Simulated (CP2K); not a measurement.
The system is HfO2.

```
Hf O
1.0
     5.21946    0.00000    0.00000
     0.00000    5.00476    0.00000
     0.00000    0.00000    5.03269
Hf O
4 8
Direct
  0.96699 0.73252 0.74144
  0.53301 0.73252 0.24144
  0.46699 0.26748 0.74144
  0.03301 0.26748 0.24144
  0.63213 0.92865 0.87927
  0.86787 0.92865 0.37927
  0.23395 0.53988 0.49229
  0.26605 0.53988 0.99229
  0.76605 0.46012 0.99229
  0.73395 0.46012 0.49229
  0.13213 0.07135 0.87927
  0.36787 0.07135 0.37927
```

Measurements of this composition are mostly on another form, of space group No. 14.

Base run:

```yaml
Program: CP2K 2026.2
Functional: PBE
Potentials_or_basis: GTH_SOC_POTENTIALS Hf GTH-PBE-q12, O GTH-PBE-q6; DZVP-MOLOPT-SR-GTH basis
Density_cutoff: 8163 eV
k_mesh: 4 × 4 × 4
Occupations: fermi-dirac, width 0.05 eV
Spin: spin-orbit coupling, no magnetisation
```

Its results: pressure 2.1 GPa.

Task: The run is repeated on the same cell with these changes: functional from PBE to r2SCAN; density cutoff from 8163 eV to 12245 eV; cutoff of the grids from 600 Ry to 900 Ry. What comes out?

Result: Pressure -1.3 GPa.

Caveats: the basis of atomic orbitals isn't converged, which shifts pressures, moduli and gaps; the potentials were made for another functional, which shifts forces and pressure (some runs).

Not every run made on this cell is shown here.
